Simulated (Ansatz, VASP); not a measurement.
# Two plane-wave programs on MoSe

```xyz
2
Lattice="0.0000 2.5749 2.5749 2.5749 0.0000 2.5749 2.5749 2.5749 0.0000" Properties=species:S:1:pos:R:3 pbc="T T T"
Mo    0.0000    0.0000    0.0000
Se    2.5749    2.5749    2.5749
```

Alike in both runs: functional PBEsol; k mesh 14 × 14 × 14; occupations gaussian, width 0.1 eV; no spin polarisation.

Ansatz relaxed the structure, and its values are those at the end. VASP's run is a single point on that final structure, the one shown.

|  | VASP | Ansatz |
| --- | --- | --- |
| version | VASP 6.6.1 | Ansatz 0.2.0 |
| potentials or method | VASP PAW PBE potentials, release 64 (Mo_sv, Se) | scalar-relativistic, plane waves, PAW |
| plane-wave cutoff (eV) | 520 | 420 |
| valence electrons in the cell | 20 | 30 |

Ansatz gave:

* gap on the k mesh at the Fermi level (eV): none
* pressure (GPa): 0.0

What did VASP give for the same quantities?

gap on the k mesh at the Fermi level (eV): none; pressure (GPa): 0.4.

A gap of «none» marks a metal or a gap that the smearing closes. The two sets of potentials don't hold the same shells in valence.

Caveats: the PAW data sets were made with another functional, which shifts forces and pressure a little (VASP).
